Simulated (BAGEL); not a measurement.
**HF/STO-3G (density fitting with cc-pvqz-jkfit) run of C6H7N (aniline)**

Aim: the vertical singlet–triplet gap of C6H7N (aniline) at HF/STO-3G (density fitting with cc-pvqz-jkfit), from 2 runs. 

The results are computed with BAGEL 1.2.2.

**1. The molecule**

The species is C6H7N (14 atoms), meant as a singlet with charge 0. SMILES: `Nc1ccccc1`. The coordinates come from a PBE0-D4/def2-TZVP relaxation. This is one conformer, not always the lowest.

Bond lengths: N1–C2 1.386 Å, C2–C3 1.396 Å, C3–C4 1.384 Å, C4–C5 1.387 Å, C5–C6 1.387 Å, C2–C7 1.396 Å, C6–C7 1.384 Å, N1–H8 1.007 Å, N1–H9 1.007 Å, C3–H10 1.085 Å, C4–H11 1.084 Å, C5–H12 1.083 Å, C6–H13 1.084 Å, C7–H14 1.085 Å. Some angles: N1–C2–C3 120.7°, N1–C2–C7 120.7°, C3–C2–C7 118.5°, C2–C3–C4 120.5°, C3–C4–C5 120.8°, C4–C5–C6 118.8°, C5–C6–C7 120.8°, C2–C7–C6 120.5°, C2–N1–H8 115.4°, C2–N1–H9 115.4°.

**2. A single-point energy at HF/STO-3G (density fitting with cc-pvqz-jkfit)**

hf.json reads:

```json
{ "bagel": [

{
  "title": "molecule",
  "basis": "sto-3g",
  "df_basis": "cc-pvqz-jkfit",
  "angstrom": true,
  "geometry": [
    { "atom": "N", "xyz": [    0.437310,   -1.381930,    1.794000 ] },
    { "atom": "C", "xyz": [    0.173490,   -0.551970,    0.715760 ] },
    { "atom": "C", "xyz": [    0.556800,   -0.917420,   -0.575920 ] },
    { "atom": "C", "xyz": [    0.341500,   -0.061170,   -1.641600 ] },
    { "atom": "C", "xyz": [   -0.257250,    1.175610,   -1.449820 ] },
    { "atom": "C", "xyz": [   -0.639040,    1.542340,   -0.167370 ] },
    { "atom": "C", "xyz": [   -0.428230,    0.693420,    0.905060 ] },
    { "atom": "H", "xyz": [    0.543660,   -2.357740,    1.571120 ] },
    { "atom": "H", "xyz": [   -0.142870,   -1.235000,    2.603310 ] },
    { "atom": "H", "xyz": [    1.030440,   -1.880280,   -0.739580 ] },
    { "atom": "H", "xyz": [    0.646280,   -0.367520,   -2.636210 ] },
    { "atom": "H", "xyz": [   -0.424590,    1.842540,   -2.286530 ] },
    { "atom": "H", "xyz": [   -1.109740,    2.504160,    0.003940 ] },
    { "atom": "H", "xyz": [   -0.727770,    0.994960,    1.903850 ] }
  ]
},
{
  "title": "hf"
},
{
  "title": "print",
  "file": "orbitals.molden",
  "orbitals": true
}

]}
```

Run with:

```sh
$ BAGEL_NUM_THREADS=1 BAGEL hf.json > hf.out
```

Log:

```text
* using 1 threads per process

  ===============================================================
  ===============================================================

  *** Geometry ***

  { "atom" : "N", "xyz" : [      0.826396,     -2.611469,      3.390169 ] },
  { "atom" : "C", "xyz" : [      0.327849,     -1.043072,      1.352590 ] },
  { "atom" : "C", "xyz" : [      1.052200,     -1.733673,     -1.088331 ] },
  { "atom" : "C", "xyz" : [      0.645341,     -0.115595,     -3.102174 ] },
  { "atom" : "C", "xyz" : [     -0.486132,      2.221581,     -2.739763 ] },
  { "atom" : "C", "xyz" : [     -1.207611,      2.914600,     -0.316283 ] },
  { "atom" : "C", "xyz" : [     -0.809237,      1.310374,      1.710316 ] },
  { "atom" : "H", "xyz" : [      1.027369,     -4.455483,      2.968987 ] },
  { "atom" : "H", "xyz" : [     -0.269985,     -2.333812,      4.919543 ] },
  { "atom" : "H", "xyz" : [      1.947249,     -3.553214,     -1.397604 ] },
  { "atom" : "H", "xyz" : [      1.221292,     -0.694512,     -4.981715 ] },
  { "atom" : "H", "xyz" : [     -0.802359,      3.481896,     -4.320915 ] },
  { "atom" : "H", "xyz" : [     -2.097105,      4.732177,      0.007446 ] },
  { "atom" : "H", "xyz" : [     -1.375286,      1.880202,      3.597755 ] },

  Number of auxiliary basis functions:     1099

  Since a DF basis is specified, we compute 2- and 3-index integrals:
    o Being stored without compression. Storage requirement is 0.016 GB

  Number of basis functions:       42
  Number of electrons      :       50

    * METHOD: MOLECULE                             1.63

  *** RHF ***

  === Nuclear Repulsion ===
   272.7147841561

      * DIIS with orbital gradients will be used.

  === RHF iteration (sto-3g) ===
      0       -282.16246663          0.00719975           0.14
      1       -282.20560510          0.00204120           0.13
      2       -282.20878258          0.00068318           0.13
      3       -282.20912329          0.00014341           0.13
      4       -282.20913764          0.00004283           0.13
      5       -282.20914017          0.00000859           0.14
      6       -282.20914024          0.00000299           0.13
      7       -282.20914025          0.00000143           0.13
      8       -282.20914025          0.00000048           0.13
      9       -282.20914026          0.00000015           0.14
     10       -282.20914026          0.00000005           0.13
     11       -282.20914026          0.00000002           0.14
     12       -282.20914026          0.00000001           0.14
    * SCF iteration converged.

    * Permanent dipole moment:
           (    0.351551,     0.406129,    -0.207936) a.u.

    * METHOD: HF                                   2.02

    * METHOD: PRINT                                0.01

  ===============================================================
```

It took 3.9 s on 1 thread of Arm Neoverse V1, shared host; peak memory 0.14 GiB.

**3. The triplet at the same level**

hf.json reads:

```json
{ "bagel" : [

{
  "title" : "molecule",
  "basis" : "sto-3g",
  "df_basis" : "cc-pvqz-jkfit",
  "angstrom" : true,
  "geometry" : [
    { "atom" : "N", "xyz" : [       0.437310,      -1.381930,       1.794000 ] },
    { "atom" : "C", "xyz" : [       0.173490,      -0.551970,       0.715760 ] },
    { "atom" : "C", "xyz" : [       0.556800,      -0.917420,      -0.575920 ] },
    { "atom" : "C", "xyz" : [       0.341500,      -0.061170,      -1.641600 ] },
    { "atom" : "C", "xyz" : [      -0.257250,       1.175610,      -1.449820 ] },
    { "atom" : "C", "xyz" : [      -0.639040,       1.542340,      -0.167370 ] },
    { "atom" : "C", "xyz" : [      -0.428230,       0.693420,       0.905060 ] },
    { "atom" : "H", "xyz" : [       0.543660,      -2.357740,       1.571120 ] },
    { "atom" : "H", "xyz" : [      -0.142870,      -1.235000,       2.603310 ] },
    { "atom" : "H", "xyz" : [       1.030440,      -1.880280,      -0.739580 ] },
    { "atom" : "H", "xyz" : [       0.646280,      -0.367520,      -2.636210 ] },
    { "atom" : "H", "xyz" : [      -0.424590,       1.842540,      -2.286530 ] },
    { "atom" : "H", "xyz" : [      -1.109740,       2.504160,       0.003940 ] },
    { "atom" : "H", "xyz" : [      -0.727770,       0.994960,       1.903850 ] }
  ]
},

{
  "title" : "uhf",
  "nopen" : 2
},

{
  "title" : "print",
  "file" : "orbitals.molden",
  "orbitals" : true
}

]}
```

Run with:

```sh
$ BAGEL_NUM_THREADS=1 BAGEL hf.json > hf.out
```

Log:

```text
* using 1 threads per process

  ===============================================================
  ===============================================================

  *** Geometry ***

  { "atom" : "N", "xyz" : [      0.826396,     -2.611469,      3.390169 ] },
  { "atom" : "C", "xyz" : [      0.327849,     -1.043072,      1.352590 ] },
  { "atom" : "C", "xyz" : [      1.052200,     -1.733673,     -1.088331 ] },
  { "atom" : "C", "xyz" : [      0.645341,     -0.115595,     -3.102174 ] },
  { "atom" : "C", "xyz" : [     -0.486132,      2.221581,     -2.739763 ] },
  { "atom" : "C", "xyz" : [     -1.207611,      2.914600,     -0.316283 ] },
  { "atom" : "C", "xyz" : [     -0.809237,      1.310374,      1.710316 ] },
  { "atom" : "H", "xyz" : [      1.027369,     -4.455483,      2.968987 ] },
  { "atom" : "H", "xyz" : [     -0.269985,     -2.333812,      4.919543 ] },
  { "atom" : "H", "xyz" : [      1.947249,     -3.553214,     -1.397604 ] },
  { "atom" : "H", "xyz" : [      1.221292,     -0.694512,     -4.981715 ] },
  { "atom" : "H", "xyz" : [     -0.802359,      3.481896,     -4.320915 ] },
  { "atom" : "H", "xyz" : [     -2.097105,      4.732177,      0.007446 ] },
  { "atom" : "H", "xyz" : [     -1.375286,      1.880202,      3.597755 ] },

  Number of auxiliary basis functions:     1099

  Since a DF basis is specified, we compute 2- and 3-index integrals:
    o Being stored without compression. Storage requirement is 0.016 GB

  Number of basis functions:       42
  Number of electrons      :       50

    * METHOD: MOLECULE                             1.64

  *** Open-shell HF ***

  === Nuclear Repulsion ===
   272.7147841561

      * DIIS with orbital gradients will be used.

  === UHF iteration (sto-3g) ===
      0       -281.94100683          0.01688606           0.28
      1       -282.00169925          0.00523922           0.28
      2       -282.00778133          0.00176498           0.27
      3       -282.00865243          0.00074395           0.27
      4       -282.00898852          0.00030082           0.26
      5       -282.00910098          0.00010097           0.26
      6       -282.00911821          0.00007337           0.26
      7       -282.00912896          0.00004665           0.27
      8       -282.00913587          0.00003022           0.27
      9       -282.00913891          0.00002044           0.27
     10       -282.00913988          0.00002262           0.27
     11       -282.00913950          0.00001968           0.26
     12       -282.00913880          0.00000758           0.27
     13       -282.00913883          0.00000325           0.27
     14       -282.00913887          0.00000177           0.27
     15       -282.00913888          0.00000092           0.27
     16       -282.00913888          0.00000047           0.28
     17       -282.00913888          0.00000033           0.27
     18       -282.00913888          0.00000025           0.27
     19       -282.00913888          0.00000017           0.27
     20       -282.00913888          0.00000012           0.26
     21       -282.00913888          0.00000011           0.27
     22       -282.00913888          0.00000011           0.28
     23       -282.00913888          0.00000010           0.27
     24       -282.00913888          0.00000007           0.26
     25       -282.00913888          0.00000004           0.27
     26       -282.00913888          0.00000002           0.26
     27       -282.00913888          0.00000002           0.27
     28       -282.00913888          0.00000001           0.27
     29       -282.00913888          0.00000001           0.27
    * SCF iteration converged.

    * S^2 (UHF) is 2.0131

    * Permanent dipole moment:
           (    0.187343,     0.965406,    -0.925460) a.u.

    * METHOD: UHF                                  8.36

    * METHOD: PRINT                                0.01

  ===============================================================
```

Wall time 10 s (1 thread of Arm Neoverse V1, shared host); peak memory 0.14 GiB.

**4. Results**

At HF/STO-3G (density fitting with cc-pvqz-jkfit):

| quantity | value |
| --- | --- |
| singlet: total energy | -282.20914 Eh |
| singlet: dipole moment | 1.46 D |
| singlet: HOMO energy | -6.19 eV |
| singlet: LUMO energy | 7.51 eV |
| singlet: HOMO–LUMO gap | 13.70 eV |
| triplet: total energy | -282.00914 Eh |
| triplet: dipole moment | 3.43 D |
| triplet: ⟨S²⟩ | 2.013 |
| vertical energy of the triplet above the singlet | 5.442 eV |

In words: At this shape the triplet lies 5.44 eV (126 kcal/mol) above the singlet. In a minimal basis such a difference can be off by several eV, whatever the method.
